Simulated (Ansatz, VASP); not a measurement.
## Two plane-wave programs on Rh

The input POSCAR:

```
Rh
1.0
    0.0000000000      1.8978500000      1.8978500000
    1.8978500000      0.0000000000      1.8978500000
    1.8978500000      1.8978500000      0.0000000000
Rh
1
Direct
    0.0000000000      0.0000000000      0.0000000000
```

INCAR.step1

```
PREC = Accurate
ENCUT = 600
ISMEAR = -1
SIGMA = 0.05
LREAL = False
LASPH = True
NELM = 60
GGA = PE
ALGO = Normal
EDIFF = 1E-4
LWAVE = True
LCHARG = False
```

INCAR.step2

```
PREC = Accurate
ENCUT = 600
EDIFF = 1E-6
ISMEAR = -1
SIGMA = 0.05
LREAL = False
LASPH = True
NELM = 60
ALGO = Normal
ISIF = 3
LWAVE = False
LCHARG = False
METAGGA = R2SCAN
LMIXTAU = True
IBRION = 2
NSW = 100
EDIFFG = -0.002
ISTART = 1
```

The input KPOINTS:

```
Automatic mesh
0
Gamma
  24 24 24
```

Input for Ansatz:

```yaml
crystal:
  lattice:
    - [0.0, 1.89785, 1.89785]
    - [1.89785, 0.0, 1.89785]
    - [1.89785, 1.89785, 0.0]
  atoms:
    - { symbol: Rh, position: [0.0, 0.0, 0.0] }
kpoints:
  mp_grid: { grid: [24, 24, 24] }
scf:
  occupations: { method: fermi_dirac, width: 0.05 }
hamiltonian:
  xc: r2scan
  pseudopotentials: { kind: paw }
relax:
  f_tol: 0.002
  max_steps: 80
  cell: {}
output:
  forces: true
  stress: true
  write_density: true
  write_potential: true
  elf: true
  volumetric_format: npy
```

Alike in both runs: task relaxation of cell and atoms; functional r2SCAN; k mesh 24 × 24 × 24; occupations fermi-dirac, width 0.05 eV; no spin polarisation.

```csv
,VASP,Ansatz
version,VASP 6.6.1,Ansatz 0.2.0
potentials or method,"VASP PAW PBE potentials, release 64 (Rh_pv)","PAW with Ansatz's default frozen-core files, scalar-relativistic"
plane-wave cutoff (eV),600,500
valence electrons in the cell,15,17
```

Ansatz gave:

* relaxed volume (Å³/atom): 13.72
* relaxed cell length with the largest relative difference (Å): 2.687

**Question.** Which values does VASP return?

**Answer.** Relaxed volume (Å³/atom): 13.77; relaxed cell length with the largest relative difference (Å): 2.691.

The two sets of potentials don't hold the same shells in valence.

Caveats: the PAW data sets were made with another functional, which shifts forces and pressure a little (VASP). Zero-point motion and thermal expansion aren't in these numbers.
